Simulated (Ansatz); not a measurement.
# GaAs (F-43m) in Ansatz: further runs

The runs below take GaAs through band structure, single point, with LDA, PBE.

Program: Ansatz 0.2.0. These are calculated values, not measurements. Logs are shortened: lines on timing, memory, paths and dates and some standing lists are left out, and cuts for length are marked.

**What was measured.**

“Evidence of valence band perturbations in GaAsN/GaAs(001): A combined variable-angle spectroscopic ellipsometry and modulated photoreflectance investigation”, 2008, arxiv:0805.2212 reports, for a bulk crystal of GaAs at 300 K: band gap 1.412 ± 0.01 eV (direct).

The results are compared with them further down.

### Step 1. The structure

The structure is cubic, space group F-43m (No. 216). The conventional cell has a = 5.654 Å, b = 5.654 Å, c = 5.654 Å, α = 90.00°, β = 90.00°, γ = 90.00°. As (site symmetry -43m) is surrounded by 4 Ga at 2.45 Å. Ga (site symmetry -43m) is surrounded by 4 As at 2.45 Å.

### Step 2. Band structure, LDA

Contents of input.yaml:

```yaml
crystal:
  lattice:
    - [0.0, 2.82685, 2.82685]
    - [2.82685, 0.0, 2.82685]
    - [2.82685, 2.82685, 0.0]
  atoms:
    - { symbol: As, position: [0.75, 0.75, 0.75] }
    - { symbol: Ga, position: [0.0, 0.0, 0.0] }
kpoints:
  mp_grid: { grid: [8, 8, 8] }
  band_path:
    path:
      - [0.0, 0.0, 0.0]
      - [0.5, 0.0, 0.5]
      - [0.5, 0.25, 0.75]
      - [0.375, 0.375, 0.75]
      - [0.0, 0.0, 0.0]
      - [0.5, 0.5, 0.5]
      - [0.625, 0.25, 0.625]
      - [0.5, 0.25, 0.75]
    npoints: 6
scf:
  occupations: { method: fermi_dirac, width: 0.05 }
hamiltonian:
  xc: lda
  pseudopotentials: { kind: all_electron, lapw: { basis_error: 0.001 } }
output:
  forces: true
  stress: true
  eigenvalues: true
```

Potentials or basis: all-electron LAPW, scalar-relativistic.

The run is started by

```console
$ ansatz run input.yaml --threads 1 --pin off --max-ram 3072MiB --backend cpu --events-out ev --progress --plain --runs-dir out
```

Log:

```text
Warning: RAYON_NUM_THREADS=1 ignored (pool sized by the plan → 1); use --threads N
LAPW: plane waves up to 9.114 Å⁻¹, error target 1.0e-3 eV per atom; small_component_spin mean_spin; Ga in spheres of 1.234 Å, 21 of its electrons in bands, Dirac shells []; As in spheres of 1.214 Å, 23 of its electrons in bands, Dirac shells [] (how accurate: hamiltonian.pseudopotentials.lapw.basis_error, Limitations)
Engine: ansatz 0.2.0, aarch64-unknown-linux-gnu
Pseudopotentials: kind: all_electron
Pseudopotential: As, LAPW, valence charge 23, lapw/all_electron/scalar/gaussian/As, Koelling and Harmon's equation, gaussian nucleus
Pseudopotential: Ga, LAPW, valence charge 21, lapw/all_electron/scalar/gaussian/Ga, Koelling and Harmon's equation, gaussian nucleus
Functional definition: SPW92
  exchange = slater_x
  correlation = pw_c
Crystal: 2 atoms, lattice volume = 45.179 Å³
Basis set: ecut = 316.4993263486667 eV, 561 PW (Γ), exchange–correlation at level 2
Bands: 27, of which v1, the nominal top of the filled ones, is band 22 counted from 1 (21 counted from 0)
Symmetry: 24 space group operations
Space group: F-43m (ITA 216), of the structure as read, at distance tolerance 3.6e-5 Å
k-points: 29 of 512 (time reversal used)
Non-local potential: As, projectors of the file, none
Non-local potential: Ga, projectors of the file, none
Initial density: superposition of atomic densities (chi_scale 0.1, normalization cell, long waves kept (reshape's long-wave potential 0.00 eV rms))
Initial wavefunctions: plane waves of lowest kinetic energy (no species holds an atomic orbital)
Functional: x = slater, c = lda
iter 1 solved again at ethr=1.25e-3 eV; its pass at ethr=1.00e-1 eV (dr2=5.49e-1 eV) is discarded
SCF iter   1: F=—  HF=-114266.345590 eV  |F-HF|=—  |Δ(HF+E_count)|=         —  Δρ=3.02e-2  dr2=5.50e-1  ethr=1.25e-3  ⟨swp⟩=2.0  Hψ=4831  notcnv=0
preconditioner: auto → none  [insulator: Δε(μ)=0.547 eV  Ē_g=15.945 eV  σ=0.050 eV  W_gap=0.99  n_scr=14 (ndim 8)  ℏωp=23.4 eV  f_vac=0.115  D(μ)=0.00/eV (n_scr^D=0)  ε∞_Penn≈3.2]
SCF iter   2: F=—  HF=-114266.162145 eV  |F-HF|=—  |Δ(HF+E_count)|=   1.83e-1  Δρ=1.16e-2  dr2=5.71e-2  ethr=1.25e-3  ⟨swp⟩=2.3  Hψ=2334  notcnv=0
SCF iter   3: F=—  HF=-114266.138006 eV  |F-HF|=—  |Δ(HF+E_count)|=   2.41e-2  Δρ=5.00e-3  dr2=1.03e-2  ethr=1.30e-4  ⟨swp⟩=2.0  Hψ=2320  notcnv=0
iter 4 solved again at ethr=6.65e-7 eV; its pass at ethr=2.35e-5 eV (dr2=2.93e-4 eV) is discarded
SCF iter   4: F=—  HF=-114266.130946 eV  |F-HF|=—  |Δ(HF+E_count)|=         —  Δρ=9.62e-4  dr2=2.91e-4  ethr=6.65e-7  ⟨swp⟩=2.0  Hψ=3781  notcnv=0
the basis was enlarged: its passes take 30.7 KiB over the memory plan, 1 of 1 planned eigensolver slots
SCF iter   5: F=—  HF=-114266.130712 eV  |F-HF|=—  |Δ(HF+E_count)|=   2.34e-4  Δρ=1.82e-4  dr2=8.67e-6  ethr=6.62e-7  ⟨swp⟩=2.0  Hψ=2176  notcnv=0
SCF iter   6: F=—  HF=-114266.130708 eV  |F-HF|=—  |Δ(HF+E_count)|=   3.75e-6  Δρ=4.93e-5  dr2=7.98e-7  ethr=1.97e-8  ⟨swp⟩=3.0  Hψ=2232  notcnv=0
SCF iter   7: F=-114266.130707 eV  HF=-114266.130707 eV  |F-HF|=1.28e-9  |Δ(HF+E_count)|=   5.83e-7  Δρ=7.53e-6  dr2=1.84e-8  ethr=1.81e-9  ⟨swp⟩=2.2  Hψ=2181  notcnv=0
SCF 1 converged in 7 iterations: F = -114266.130707 eV  dr2 = 1.84e-8
NSCF: frozen V_eff on 43 k-points
SCF converged after 7 iterations
Free energy (F): -114266.130707 eV
Harris-Foulkes:  -114266.130707 eV  (|F-HF|=1.28e-9)
Internal energy: -114266.130551 eV  (E = F + TS)
E sigma→0 (E₀):  -114266.130629 eV
Entropy (-TS):   -0.000156 eV (-0.078 meV/atom)
Fermi energy:    9.220470 eV
--- Per-component energies (eV) ---
  E_band       = -2128.938606
  E_kinetic    = 116630.563885
  E_xc         = -4180.937244
  E_electrostatic = -226715.757192  (all electrons and nuclei)
  E_smearing   = -0.000156  (= −TS)
  E_closure    = 0.000000  (closes the sum)
  E_atoms      = -114256.505973  (free atoms, spherical and without spin; not in F)
  Σ components = -114266.130707   (vs F -114266.130707, Δ=0.00e0)
  Basis errors (estimates in eV, not in F): energy 4.3e-4 per atom: plane waves 4.0e-4 (2.3e-4 summed), levels above the bands 9.1e-76, relativity 3.8e-9, radial functions 3.8e-5, core shells 2.0e-10; eigenvalues (radial functions only) 8.8e-7; not estimated: angular momenta, meshes, grids; target (lapw.basis_error) 1.0e-3; muffin-tin radii Ga 1.234 Å, As 1.214 Å
--- Forces (eV/Å), atoms counted from 1 ---
  atom   1  As    -0.00000000     0.00000000    -0.00000000
  atom   2  Ga     0.00000000    -0.00000000     0.00000000
  max |Σ_I F_I| component: 5.78e-18 eV/Å
--- Stress (GPa, compression-positive) ---
       -1.868075      -0.000000      -0.000000
       -0.000000      -1.868075       0.000000
       -0.000000       0.000000      -1.868075
  P = ⅓ Tr σ = -1.8681 GPa (-18.681 kbar)
--- Band table (eV; the first three rows and the last of 29) ---
  k-point 0: bands = ["-174.7419", "-133.7140", "-118.6577", "-118.6577", "-118.6577", "-84.9360", "-84.9360", "-84.9360", "-26.2240", "-26.2240", "-26.2240", "-26.2139", "-26.2139", "-5.8359", "-5.8359", "-5.8359", "-5.7578", "-5.7578", "-3.7361", "9.0491", "9.0491", "9.0491", "9.3302", "12.7351", "12.7351", "12.7351", "16.3935"]
  k-point 1: bands = ["-174.7419", "-133.7140", "-118.6577", "-118.6577", "-118.6577", "-84.9360", "-84.9360", "-84.9360", "-26.2240", "-26.2239", "-26.2239", "-26.2138", "-26.2138", "-5.8494", "-5.8324", "-5.8324", "-5.7580", "-5.7580", "-3.5540", "7.0101", "8.8117", "8.8117", "10.4875", "13.0829", "13.0829", "13.1550", "17.3586"]
  k-point 2: bands = ["-174.7419", "-133.7140", "-118.6577", "-118.6577", "-118.6577", "-84.9360", "-84.9360", "-84.9360", "-26.2239", "-26.2236", "-26.2236", "-26.2138", "-26.2138", "-5.8789", "-5.8247", "-5.8247", "-5.7575", "-5.7575", "-3.0456", "4.8462", "8.3687", "8.3687", "10.3488", "13.6010", "13.6010", "14.8625", "17.8259"]
  k-point 28: bands = ["-174.7419", "-133.7140", "-118.6577", "-118.6577", "-118.6577", "-84.9360", "-84.9360", "-84.9360", "-26.2238", "-26.2234", "-26.2223", "-26.2140", "-26.2133", "-5.9345", "-5.8049", "-5.7920", "-5.7685", "-5.7542", "-1.1865", "2.3583", "5.4943", "5.6842", "13.5815", "13.6858", "14.3481", "15.0042", "19.9718"]
```

Wall time 19 s (1 thread of Arm Neoverse V1, shared host); peak memory 0.29 GiB.

Results:

- Free energy: -114266.1307 eV
- Pressure: -1.9 GPa
- Band gap on the k mesh: 0.28 eV, direct
- Band gap along the path: 0.28 eV, direct

Levels at the corners of the path, in eV from the valence-band top:
| point | band 18 | band 19 | band 20 | band 21 | band 22 | band 23 | band 24 | band 25 | band 26 | band 27 |
| --- | --- | --- | --- | --- | --- | --- | --- | --- | --- | --- |
| Γ | -14.81 | -12.79 | 0.00 | 0.00 | 0.00 | 0.28 | 3.69 | 3.69 | 3.69 | 7.34 |
| X | -14.79 | -10.29 | -6.88 | -2.68 | -2.68 | 1.35 | 1.56 | 10.04 | 10.04 | 10.78 |
| W | -14.80 | -10.24 | -6.69 | -3.55 | -3.36 | 4.53 | 4.64 | 5.30 | 5.96 | 10.92 |
| K | -14.80 | -10.33 | -6.69 | -3.88 | -2.26 | 1.85 | 4.55 | 7.82 | 8.00 | 8.54 |
| Γ | -14.81 | -12.79 | 0.00 | 0.00 | 0.00 | 0.28 | 3.69 | 3.69 | 3.69 | 7.34 |
| L | -14.80 | -11.03 | -6.69 | -1.14 | -1.14 | 0.84 | 4.60 | 4.60 | 7.57 | 10.20 |
| U | -14.80 | -10.33 | -6.69 | -3.88 | -2.26 | 1.85 | 4.55 | 7.82 | 8.00 | 8.54 |
| W | -14.80 | -10.24 | -6.69 | -3.55 | -3.36 | 4.53 | 4.64 | 5.30 | 5.96 | 10.92 |

### Step 3. Single point, PBE, 21.23 Å³/atom (volume scaled by 0.94)

Contents of input.yaml:

```yaml
crystal:
  lattice:
    - [0.0, 2.7691429914, 2.7691429914]
    - [2.7691429914, 0.0, 2.7691429914]
    - [2.7691429914, 2.7691429914, 0.0]
  atoms:
    - { symbol: As, position: [0.75, 0.75, 0.75] }
    - { symbol: Ga, position: [0.0, 0.0, 0.0] }
kpoints:
  mp_grid: { grid: [8, 8, 8] }
scf:
  occupations: { method: fermi_dirac, width: 0.05 }
hamiltonian:
  xc: pbe
  pseudopotentials: { kind: all_electron, lapw: { basis_error: 0.0005 } }
output:
  forces: true
  stress: true
  eigenvalues: true
```

Potentials or basis: all-electron LAPW, scalar-relativistic.

The run is started by

```console
$ ansatz run input.yaml --threads 1 --pin off --max-ram 3072MiB --backend cpu --events-out ev --progress --plain --runs-dir out
```

Log:

```text
Warning: RAYON_NUM_THREADS=1 ignored (pool sized by the plan → 1); use --threads N
LAPW: plane waves up to 9.710 Å⁻¹, error target 5.0e-4 eV per atom; small_component_spin mean_spin; Ga in spheres of 1.207 Å, 21 of its electrons in bands, Dirac shells []; As in spheres of 1.191 Å, 23 of its electrons in bands, Dirac shells [] (how accurate: hamiltonian.pseudopotentials.lapw.basis_error, Limitations)
Engine: ansatz 0.2.0, x86_64-unknown-linux-gnu
Pseudopotentials: kind: all_electron
Pseudopotential: As, LAPW, valence charge 23, lapw/all_electron/scalar/gaussian/As, Koelling and Harmon's equation, gaussian nucleus
Pseudopotential: Ga, LAPW, valence charge 21, lapw/all_electron/scalar/gaussian/Ga, Koelling and Harmon's equation, gaussian nucleus
Functional definition: PBE
[... 48 lines left out ...]
--- Stress (GPa, compression-positive) ---
        8.658715       0.000000      -0.000000
        0.000000       8.658715       0.000000
       -0.000000       0.000000       8.658715
  P = ⅓ Tr σ = 8.6587 GPa (86.587 kbar)
--- Band table (eV; the first three rows and the last of 29) ---
  k-point 0: bands = ["-174.4998", "-133.4057", "-117.8725", "-117.8725", "-117.8725", "-84.1375", "-84.1375", "-84.1375", "-24.9287", "-24.9287", "-24.9287", "-24.9167", "-24.9167", "-4.6012", "-4.6012", "-4.6012", "-4.5063", "-4.5063", "-2.8912", "10.2986", "10.2986", "10.2986", "11.2941", "14.0516", "14.0516", "14.0516", "18.0918"]
  k-point 1: bands = ["-174.4998", "-133.4057", "-117.8725", "-117.8725", "-117.8725", "-84.1375", "-84.1375", "-84.1375", "-24.9286", "-24.9285", "-24.9285", "-24.9166", "-24.9166", "-4.6203", "-4.5968", "-4.5968", "-4.5066", "-4.5066", "-2.6901", "8.3565", "10.0386", "10.0386", "12.2029", "14.4279", "14.4279", "14.6310", "19.0641"]
  k-point 2: bands = ["-174.4998", "-133.4057", "-117.8725", "-117.8725", "-117.8725", "-84.1375", "-84.1375", "-84.1375", "-24.9285", "-24.9281", "-24.9281", "-24.9165", "-24.9165", "-4.6600", "-4.5873", "-4.5873", "-4.5060", "-4.5060", "-2.1301", "6.0321", "9.5590", "9.5590", "11.9606", "14.9666", "14.9666", "16.5684", "19.3891"]
  k-point 28: bands = ["-174.4998", "-133.4057", "-117.8725", "-117.8725", "-117.8725", "-84.1375", "-84.1375", "-84.1375", "-24.9284", "-24.9279", "-24.9263", "-24.9169", "-24.9158", "-4.7270", "-4.5618", "-4.5476", "-4.5194", "-4.5023", "-0.0347", "3.4033", "6.4658", "6.6597", "15.0514", "15.2139", "15.9149", "16.3715", "21.8926"]
```

Wall time 26 s (1 thread of AMD EPYC 7R43 (Zen 3), shared host); peak memory 0.36 GiB.

Results:

```yaml
Free_energy: -114424.3527 eV
Pressure: 8.7 GPa
Band_gap_on_the_k_mesh: 1.00 eV, direct
```

### Step 4. Single point, PBE, 21.69 Å³/atom (volume scaled by 0.96)

Changes to input.yaml since step 3:

```diff
@@ -2,5 +2,5 @@
   lattice:
-    - [0.0, 2.7691429914, 2.7691429914]
-    - [2.7691429914, 0.0, 2.7691429914]
-    - [2.7691429914, 2.7691429914, 0.0]
+    - [0.0, 2.7886446409, 2.7886446409]
+    - [2.7886446409, 0.0, 2.7886446409]
+    - [2.7886446409, 2.7886446409, 0.0]
   atoms:
```

The run is started by

```console
$ ansatz run input.yaml --threads 1 --pin off --max-ram 3072MiB --backend cpu --events-out ev --progress --plain --runs-dir out
```

Wall time 32 s (1 thread of AMD EPYC 7R43 (Zen 3), shared host); peak memory 0.36 GiB.

The run converged. Its results:

- Free energy: -114424.3958 eV
- Pressure: 6.7 GPa
- Band gap on the k mesh: 0.83 eV, direct

### Step 5. Single point, PBE, 22.14 Å³/atom (volume scaled by 0.98)

Changes to input.yaml since step 4:

```diff
@@ -2,5 +2,5 @@
   lattice:
-    - [0.0, 2.7886446409, 2.7886446409]
-    - [2.7886446409, 0.0, 2.7886446409]
-    - [2.7886446409, 2.7886446409, 0.0]
+    - [0.0, 2.8078772807, 2.8078772807]
+    - [2.8078772807, 0.0, 2.8078772807]
+    - [2.8078772807, 2.8078772807, 0.0]
   atoms:
```

The run is started by

```console
$ ansatz run input.yaml --threads 1 --pin off --max-ram 3072MiB --backend cpu --events-out ev --progress --plain --runs-dir out
```

Run time: 32 s. Hardware: 1 thread of AMD EPYC 7R43 (Zen 3), shared host; peak memory 0.35 GiB.

It converged, with:

```
Free energy            : -114424.4282 eV
Pressure               : 4.9 GPa
Band gap on the k mesh : 0.67 eV, direct
```

### Step 6. Single point, PBE, 22.59 Å³/atom

Changes to input.yaml since step 5:

```diff
@@ -2,5 +2,5 @@
   lattice:
-    - [0.0, 2.8078772807, 2.8078772807]
-    - [2.8078772807, 0.0, 2.8078772807]
-    - [2.8078772807, 2.8078772807, 0.0]
+    - [0.0, 2.82685, 2.82685]
+    - [2.82685, 0.0, 2.82685]
+    - [2.82685, 2.82685, 0.0]
   atoms:
```

Potentials or basis: all-electron LAPW, scalar-relativistic.

The run is started by

```console
$ ansatz run input.yaml --threads 1 --pin off --max-ram 3072MiB --backend cpu --events-out ev --progress --plain --runs-dir out
```

Run time: 33 s. Hardware: 1 thread of AMD EPYC 7R43 (Zen 3), shared host; peak memory 0.36 GiB.

Results (log left out):

| Property | Result |
| --- | --- |
| Free energy | -114424.4511 eV |
| Pressure | 3.3 GPa |
| Band gap on the k mesh | 0.52 eV, direct |

### Step 7. Single point, PBE, 23.04 Å³/atom (volume scaled by 1.02)

Changes to input.yaml since step 6:

```diff
@@ -2,5 +2,5 @@
   lattice:
-    - [0.0, 2.82685, 2.82685]
-    - [2.82685, 0.0, 2.82685]
-    - [2.82685, 2.82685, 0.0]
+    - [0.0, 2.8455714065, 2.8455714065]
+    - [2.8455714065, 0.0, 2.8455714065]
+    - [2.8455714065, 2.8455714065, 0.0]
   atoms:
```

The run is started by

```console
$ ansatz run input.yaml --threads 1 --pin off --max-ram 3072MiB --backend cpu --events-out ev --progress --plain --runs-dir out
```

Wall time 28 s (1 thread of AMD EPYC 7R43 (Zen 3), shared host); peak memory 0.36 GiB.

It converged, with:

```
Free energy            : -114424.4654 eV
Pressure               : 1.8 GPa
Band gap on the k mesh : 0.37 eV, direct
```

### Step 8. Single point, PBE, 23.49 Å³/atom (volume scaled by 1.04)

Changes to input.yaml since step 7:

```diff
@@ -2,5 +2,5 @@
   lattice:
-    - [0.0, 2.8455714065, 2.8455714065]
-    - [2.8455714065, 0.0, 2.8455714065]
-    - [2.8455714065, 2.8455714065, 0.0]
+    - [0.0, 2.8640496607, 2.8640496607]
+    - [2.8640496607, 0.0, 2.8640496607]
+    - [2.8640496607, 2.8640496607, 0.0]
   atoms:
```

The run is started by

```console
$ ansatz run input.yaml --threads 1 --pin off --max-ram 3072MiB --backend cpu --events-out ev --progress --plain --runs-dir out
```

Wall time 29 s (1 thread of AMD EPYC 7R43 (Zen 3), shared host); peak memory 0.35 GiB.

The run converged. Its results:

* Free energy: -114424.4721 eV
* Pressure: 0.6 GPa
* Band gap on the k mesh: 0.23 eV, direct

### Step 9. Single point, PBE, 23.94 Å³/atom (volume scaled by 1.06)

Changes to input.yaml since step 8:

```diff
@@ -2,5 +2,5 @@
   lattice:
-    - [0.0, 2.8640496607, 2.8640496607]
-    - [2.8640496607, 0.0, 2.8640496607]
-    - [2.8640496607, 2.8640496607, 0.0]
+    - [0.0, 2.8822925071, 2.8822925071]
+    - [2.8822925071, 0.0, 2.8822925071]
+    - [2.8822925071, 2.8822925071, 0.0]
   atoms:
```

Potentials or basis: all-electron LAPW, scalar-relativistic.

The run is started by

```console
$ ansatz run input.yaml --threads 1 --pin off --max-ram 3072MiB --backend cpu --events-out ev --progress --plain --runs-dir out
```

Run time: 25 s. Hardware: 1 thread of AMD EPYC 7R43 (Zen 3), shared host; peak memory 0.35 GiB.

Results (log left out):

```yaml
Free_energy: -114424.4719 eV
Pressure: -0.6 GPa
Band_gap_on_the_k_mesh: 0.09 eV, direct
```

### Step 10. Against experiment

Step 2. Against the measured gap of GaAs, 1.412 eV (direct; 300 K; “Evidence of valence band perturbations in GaAsN/GaAs(001): A combined variable-angle spectroscopic ellipsometry and modulated photoreflectance investigation”, 2008, arxiv:0805.2212), the calculated 0.28 eV is off by -1.13 eV. So large a miss can be the level of theory's own, or it may mean another phase, state or a wrong row. 3 values of this kind are on record (1.412 to 1.51 eV); this one was drawn at random among those near their median, those with a stated uncertainty first. Spin-orbit coupling on As, Ga is left out. The value is that of LDA, without temperature or zero-point motion. Semilocal functionals fall short of measured gaps as a rule.
